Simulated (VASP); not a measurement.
# Si (Fd-3m) in VASP: relaxation of cell and atoms with r2SCAN

Aim: the relaxation of cell and atoms of Si with r2SCAN.

Program: VASP 6.6.1. These are calculated values, not measurements. Logs are shortened: lines on timing, memory, paths and dates and some standing lists are left out, and cuts for length are marked.

### 1 The structure

It takes space group Fd-3m (No. 227, cubic). The conventional cell has a = 5.431 Å, b = 5.431 Å, c = 5.431 Å, α = 90.00°, β = 90.00°, γ = 90.00°. Si (site symmetry -43m) has 4 Si at 2.35 Å as nearest neighbours.

### 2 Relaxation of cell and atoms, r2SCAN

INCAR

```
SYSTEM = Si
ALGO     = Normal         ! electronic algorithm
EDIFF    = 1E-7           ! SCF threshold, eV
EDIFFG   = -0.004         ! ionic threshold
ENCUT    = 600            ! plane-wave cutoff, eV
IBRION   = 2              ! ionic algorithm
ISIF     = 3              ! what is computed and relaxed
ISMEAR   = 0              ! smearing method
LASPH    = .True.         ! aspherical terms in the spheres
LCHARG   = .False.        ! write CHGCAR
LMIXTAU  = .True.       
LREAL    = .False.        ! projectors in reciprocal space
LWAVE    = .False.        ! write WAVECAR
METAGGA  = R2SCAN         ! meta-GGA
NELM     = 60             ! most SCF steps
NSW      = 80             ! ionic steps
PREC     = Accurate       ! precision mode
SIGMA    = 0.02           ! smearing width, eV
```

KPOINTS

```
k-points
0
Gamma
  10 10 10
  0 0 0
```

POSCAR

```
Si
1.0
    0.0000000000      2.7154705000      2.7154705000
    2.7154705000      0.0000000000      2.7154705000
    2.7154705000      2.7154705000      0.0000000000
Si
2
Direct
    0.0000000000      0.0000000000      0.0000000000
    0.2500000000      0.2500000000      0.2500000000
```

Potentials or basis: VASP PAW PBE potentials, release 64 (Si).

The run is started by

```bash
$ cat potpaw_PBE.64/Si/POTCAR > POTCAR
$ mpirun -np 1 vasp_std > vasp.out
```

OUTCAR:

```text
SYSTEM = Si
   EDIFF = 1E-7
   EDIFFG = -0.004
   ENCUT = 600
   IBRION = 2
   ISIF = 3
   ISMEAR = 0
   LASPH = .True.
   LREAL = .False.
   METAGGA = R2SCAN
   NELM = 60
   NSW = 80
   PREC = Accurate

 ion  position               nearest neighbor table
   1  0.000  0.000  0.000-   2 2.35   2 2.35   2 2.35   2 2.35
   2  0.250  0.250  0.250-   1 2.35   1 2.35   1 2.35   1 2.35

  LATTYP: Found a face centered cubic cell.
 ALAT       =     5.4309410000

  Lattice vectors:

 A1 = (   0.0000000000,   2.7154705000,   2.7154705000)
 A2 = (   2.7154705000,   0.0000000000,   2.7154705000)
 A3 = (   2.7154705000,   2.7154705000,   0.0000000000)

Analysis of symmetry for initial positions (statically):
=====================================================================
 Subroutine PRICEL returns:
 Original cell was already a primitive cell.

 Routine SETGRP: Setting up the symmetry group for a
 face centered cubic supercell.

 Subroutine GETGRP returns: Found 48 space group operations
 (whereof 24 operations were pure point group operations)
 out of a pool of 48 trial point group operations.

The static configuration has the point symmetry T_d .
 The point group associated with its full space group is O_h .

Analysis of symmetry for dynamics (positions and initial velocities):
=====================================================================
 Subroutine PRICEL returns:
 Original cell was already a primitive cell.

 Routine SETGRP: Setting up the symmetry group for a
 face centered cubic supercell.

 Subroutine GETGRP returns: Found 48 space group operations
 (whereof 24 operations were pure point group operations)
 out of a pool of 48 trial point group operations.

The dynamic configuration has the point symmetry T_d .
 The point group associated with its full space group is O_h .

 Subroutine INISYM returns: Found 48 space group operations
 (whereof 24 operations are pure point group operations),
 and found     1 'primitive' translations

----------------------------------------------------------------------------------------

                                     Primitive cell

  volume of cell :      40.0466

  direct lattice vectors                    reciprocal lattice vectors
     0.000000000  2.715470500  2.715470500    -0.184130154  0.184130154  0.184130154
     2.715470500  0.000000000  2.715470500     0.184130154 -0.184130154  0.184130154
     2.715470500  2.715470500  0.000000000     0.184130154  0.184130154 -0.184130154

  length of vectors
     3.840255209  3.840255209  3.840255209     0.318922781  0.318922781  0.318922781

  position of ions in fractional coordinates (direct lattice)
     0.000000000  0.000000000  0.000000000
     0.250000000  0.250000000  0.250000000

  ion indices of the primitive-cell ions
   primitive index   ion index
                 1           1
                 2           2

----------------------------------------------------------------------------------------

 KPOINTS: k-points

Automatic generation of k-mesh.
 Grid dimensions read from file:
 generate k-points for:   10   10   10

 Generating k-lattice:

  Cartesian coordinates                     Fractional coordinates (reciprocal lattice)
    -0.018413015  0.018413015  0.018413015     0.100000000  0.000000000  0.000000000
     0.018413015 -0.018413015  0.018413015     0.000000000  0.100000000  0.000000000
     0.018413015  0.018413015 -0.018413015     0.000000000  0.000000000  0.100000000

  Length of vectors
     0.031892278  0.031892278  0.031892278

  Shift w.r.t. Gamma in fractional coordinates (k-lattice)
     0.000000000  0.000000000  0.000000000

 Subroutine IBZKPT returns following result:
 ===========================================

 Found     47 irreducible k-points:

 Following reciprocal coordinates:
            Coordinates               Weight
  0.000000  0.000000  0.000000      1.000000
  0.100000  0.000000  0.000000      8.000000
  0.200000  0.000000  0.000000      8.000000
  0.300000  0.000000  0.000000      8.000000
  0.400000  0.000000  0.000000      8.000000
  0.500000  0.000000  0.000000      4.000000
[... 16 lines left out ...]
  0.300000  0.300000  0.000000      6.000000
  0.400000  0.300000  0.000000     24.000000
 [... further k-points ...]
   k-points           NKPTS =     47   k-points in BZ     NKDIM =     47   number of bands    NBANDS=      8
   number of dos      NEDOS =    301   number of ions     NIONS =      2
   total plane-waves  NPLWV =  32768
   dimension x,y,z NGX =    32 NGY =   32 NGZ =   32
   dimension x,y,z NGXF=    64 NGYF=   64 NGZF=   64
   ions per type =               2
   NGX,Y,Z   is equivalent  to a cutoff of  13.85, 13.85, 13.85 a.u.
   NGXF,Y,Z  is equivalent  to a cutoff of  27.71, 27.71, 27.71 a.u.
 SYSTEM =  Si
   PREC   = accura    normal or accurate (medium, high low for compatibility)
   ISTART =      0    job   : 0-new  1-cont  2-samecut
   ICHARG =      2    charge: 1-file 2-atom 10-const
   ISPIN  =      1    spin polarized calculation?
   LNONCOLLINEAR =      F non collinear calculations
   LSORBIT =      F    spin-orbit coupling
   LASPH  =      T    aspherical Exc in radial PAW
   ENCUT  =  600.0 eV  44.10 Ry    6.64 a.u.   7.67  7.67  7.67*2*pi/ulx,y,z
   NELM   =     60;   NELMIN=  2; NELMDL= -5     # of ELM steps
   EDIFF  = 0.1E-06   stopping-criterion for ELM
   LREAL  =      F    real-space projection
   EDIFFG = -.4E-02   stopping-criterion for IOM
   NSW    =     80    number of steps for IOM
   IBRION =      2    ionic relax: 0-MD 1-quasi-New 2-CG
   NFREE  =      1    steps in history (QN), initial steepest desc. (CG)
   ISIF   =      3    stress and relaxation
   ISYM   =      2    0-nonsym 1-usesym 2-fastsym
   POTIM  = 0.5000    time-step for ionic-motion
   TEBEG  =    0.0;   TEEND  =   0.0 temperature during run
   PSTRESS=    0.0 pullay stress
   NELECT =       8.0000    total number of electrons
   NUPDOWN=      -1.0000    fix difference up-down
   EMIN   =  10.00;   EMAX   =-10.00  energy-range for DOS
   EFERMI =   0.00;   METHOD = LEGACY
   ISMEAR =     0;   SIGMA  =   0.02  broadening in eV -4-tet -1-fermi 0-gaus
   EFERMI_NEDOS =   21; number of points for ismear=-14 and -15
   IALGO  =     38    algorithm
   IMIX   =      4    mixing-type and parameters
     AMIX     =   0.40;   BMIX     =  1.00
     AMIX_MAG =   1.60;   BMIX_MAG =  1.00
  volume/ion in A,a.u.               =      20.02       135.12
  Fermi-wavevector in a.u.,A,eV,Ry     =   0.957010  1.808486 12.461139  0.915868
  Thomas-Fermi vector in A             =   2.085989
   LORBIT       =      0    0 simple, 1 ext, 2 COOP (PROOUT), +10 PAW based schemes
   METAGGA = R2SCAN    functional components
   LHFCALC =     F    Hartree Fock is set to
   AEXX    =    0.0000 exact exchange contribution
   IVDW    =     0    specifies the selected vdW correction
   LEPSILON=     F    determine dielectric tensor
   LRPA    =     F    only Hartree local field effects (RPA)
 conjugate gradient relaxation of ions
 non-spin polarized calculation
 Gauss-broadening in eV      SIGMA  =   0.02
  energy-cutoff  :      600.00
  volume of cell :       40.05
 maximum number of plane-waves:      1363
   NGX = 15   NGY = 15   NGZ = 15

--------------------------------------- Ionic step        1  -------------------------------------------

 number of electron       7.9999999 magnetization

 Free energy of the ion-electron system (eV)
  ---------------------------------------------------
  ext. energy  EPLUGINS =         0.00000000
  ---------------------------------------------------
  free energy    TOTEN  =       -17.54930049 eV

  energy without entropy =      -17.54930049  energy(sigma->0) =      -17.54930049

------------------------ aborting loop because EDIFF is reached ----------------------------------------

  FORCE on cell =-STRESS in cart. coord.  units (eV):
  Direction    XX          YY          ZZ          XY          YZ          ZX
  --------------------------------------------------------------------------------------
  -------------------------------------------------------------------------------------
  Total        0.1211326      0.1211326      0.1211326      0.0000000     -0.0000000      0.0000000
  in kB        4.8462545      4.8462545      4.8462545      0.0000000     -0.0000000      0.0000000
  external PRESSURE =       4.8462545 kB  Pullay stress =       0.0000000 kB
[... 57 lines left out ...]
  energy  without entropy=      -17.5494049796  energy(sigma->0) =      -17.54940498

--------------------------------------- Ionic step        3  -------------------------------------------

 number of electron       8.0000000 magnetization

 Free energy of the ion-electron system (eV)
  ---------------------------------------------------
  ext. energy  EPLUGINS =         0.00000000
  ---------------------------------------------------
  free energy    TOTEN  =       -17.54959023 eV

  energy without entropy =      -17.54959023  energy(sigma->0) =      -17.54959023

 E-fermi :   5.8041     XC(G=0):  -9.8354

 val. band max:        5.6873760685   @ k =   0.0000   0.0000   0.0000
 cond. band min:       6.4762154490   @ k =   0.4000   0.4000   0.0000
 fundamental gap:      0.7888393805
 Fermi energy:         5.8041368778

 k-point     1 :       0.0000    0.0000    0.0000
  band No.  band energies     occupation
      1      -6.8036      2.00000
      2       5.6874      2.00000
      3       5.6874      2.00000
      4       5.6874      2.00000
      5       8.4435      0.00000
      6       8.4435      0.00000
      7       8.4435      0.00000
      8       9.6152      0.00000
[... 243 lines left out ...]
 k-point    24 :       0.4000    0.3000    0.0000
  band No.  band energies     occupation
      1      -4.5361      2.00000
      2       0.0657      2.00000
      3       2.7080      2.00000
      4       3.1289      2.00000
      5       6.9527      0.00000
      6       8.2085      0.00000
      7      13.1352      0.00000
      8      13.2224      0.00000

 [... further k-points ...]

------------------------ aborting loop because EDIFF is reached ----------------------------------------

  FORCE on cell =-STRESS in cart. coord.  units (eV):
  Direction    XX          YY          ZZ          XY          YZ          ZX
  --------------------------------------------------------------------------------------
  -------------------------------------------------------------------------------------
  Total        0.0016590      0.0016590      0.0016590      0.0000000      0.0000000      0.0000000
  in kB        0.0660537      0.0660537      0.0660537      0.0000000      0.0000000      0.0000000
  external PRESSURE =       0.0660537 kB  Pullay stress =       0.0000000 kB
[... 17 lines left out ...]
  FREE ENERGIE OF THE ION-ELECTRON SYSTEM (eV)
  ---------------------------------------------------
  free  energy   TOTEN  =       -17.5495902320 eV

  energy  without entropy=      -17.5495902320  energy(sigma->0) =      -17.54959023

 reached required accuracy - stopping structural energy minimisation
```

Run time: 65 s. Hardware: 1 thread of Intel Xeon 6975P-C (Granite Rapids), shared host; peak memory 0.17 GiB.

What came out:

| Item | Value |
| --- | --- |
| Free energy | -17.5496 eV |
| Relaxed volume | 20.12 Å³/atom |
| Relaxed cell | a = 3.846 Å, b = 3.846 Å, c = 3.846 Å, α = 60.00°, β = 60.00°, γ = 60.00° |
| Space group after relaxing (to 0.05 Å) | Fd-3m (No. 227) |
| Energy gained by relaxing | 0.1 meV/atom |
| Ionic steps | 3 |
| Pressure after relaxing | 0.0 GPa |
| Band gap on the k mesh | 0.79 eV, indirect (least direct gap 2.76 eV) |

The path:
| step | energy change (eV) | largest force (eV/Å) | pressure (GPa) | volume (Å³) |
| --- | --- | --- | --- | --- |
| 1 | 0.0000 | 0.0000 | 0.48 | 40.05 |
| 2 | -0.0001 | 0.0000 | -0.37 | 40.40 |
| 3 | -0.0003 | 0.0000 | 0.01 | 40.24 |

Final structure:
```xyz
2
Lattice="0.0000 2.7198 2.7198 2.7198 0.0000 2.7198 2.7198 2.7198 0.0000" Properties=species:S:1:pos:R:3 pbc="T T T"
Si    0.0000    0.0000    0.0000
Si    1.3599    1.3599    1.3599
```

Caveat: the PAW data sets were made with another functional, which shifts forces and pressure a little. r2SCAN opens gaps a little over a GGA but as a rule still falls short of measured ones.
